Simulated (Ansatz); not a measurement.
Zincblende GaN (r2SCAN geometry), in Ansatz:

```
Ga N
1.0
     0.00000    2.24895    2.24895
     2.24895    0.00000    2.24895
     2.24895    2.24895    0.00000
Ga N
1 1
Cartesian
  0.0000 0.0000 0.0000
  1.1245 1.1245 1.1245
```

G0W0@PBE with 124 empty bands, a screening cutoff of 180 eV and a 6×6×6 mesh (PAW, contour deformation) gives 2.873 eV over the mesh points, from a PBE gap of 1.754 eV; it sums over 133 bands with 137 plane waves in the screening and a wave cutoff of 420 eV. No extrapolation in bands, cutoff or mesh was made for G0W0. No spin polarisation and no zero-point or thermal motion.

Q: Estimate the gap with empty bands 242, screening cutoff 260 eV.

A: 2.835 eV (-0.038 eV), from a Kohn-Sham gap of 1.754 eV.

Q: Estimate the gap with starting point HSE06.

A: 3.494 eV (+0.621 eV), from a Kohn-Sham gap of 3.005 eV.

With a shallow d shell on the cation, G0W0 converges slowly in bands and cutoff, so these values are in doubt.
